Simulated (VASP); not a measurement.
**SnSe: relaxation of cell and atoms with RPBE**

Crystal: SnSe.

```
Sn Se
1.0
     0.00000    3.01043    3.01043
     3.01043    0.00000    3.01043
     3.01043    3.01043    0.00000
Sn Se
1 1
Direct
  0.00000 0.00000 0.00000
  0.50000 0.50000 0.50000
```

Measurements of this composition are mostly on another form, of space group No. 62.

- Program: VASP 6.6.1
- Task: relaxation of cell and atoms
- Functional: RPBE
- Potentials or basis: VASP PAW PBE potentials, release 64 (Sn_d, Se)
- Cutoff: 600 eV
- k mesh: 10 × 10 × 10
- Occupations: gaussian, width 0.1 eV
- Spin: no spin polarisation
- Further INCAR settings: ALGO = Normal; EDIFF = 1e-07; IBRION = 2; EDIFFG = -0.005; NSW = 90; ISIF = 3

```yaml
Relaxed_volume: 28.80 Å³/atom
Relaxed_cell: a = 4.335 Å, b = 4.335 Å, c = 4.335 Å, α = 60.00°, β = 60.00°, γ = 60.00°
Space_group_after_relaxing_to_0.05_Å: Fm-3m (No. 225)
Energy_gained_by_relaxing: 12.1 meV/atom
Ionic_steps: 3
Pressure_after_relaxing: 0.0 GPa
Band_gap_on_the_k_mesh: 0.31 eV, direct
```

The path:
```
step  energy change (eV)  largest force (eV/Å)  pressure (GPa)  volume (Å³)
   1              0.0000                0.0000            2.67        54.57
   2             -0.0232                0.0000           -0.47        58.24
   3             -0.0242                0.0000            0.01        57.60
```

Final structure:
```yaml
crystal:
  lattice:
    - [0.00000, 3.06524, 3.06524]
    - [3.06524, 0.00000, 3.06524]
    - [3.06524, 3.06524, 0.00000]
  atoms:
    - { symbol: Sn, position: [0.00000, 0.00000, 0.00000] }
    - { symbol: Se, position: [0.50000, 0.50000, 0.50000] }
```

Levels at points of the mesh, in eV from the valence-band top:
| k point | band 8 | band 9 | band 10 | band 11 | band 12 | band 13 |
| --- | --- | --- | --- | --- | --- | --- |
| (0.00, 0.00, 0.00) | -2.15 | -2.15 | -2.15 | 4.05 | 4.05 | 4.05 |
| (0.50, 0.00, 0.00) | -1.92 | -1.92 | 0.00 | 0.31 | 1.21 | 1.21 |
| (0.50, 0.50, 0.00) | -5.18 | -3.49 | -3.49 | 3.17 | 4.98 | 4.98 |

Wall time 44 s on 1 thread of Intel(R) Xeon(R) 6975P-C (Granite Rapids), with other jobs on the host, peak memory 0.24 GiB.

Caveat: the PAW data sets were made with another functional, which shifts forces and pressure a little; spin-orbit coupling is left out, which moves the levels of the heavy elements. A k mesh can miss the band edges.
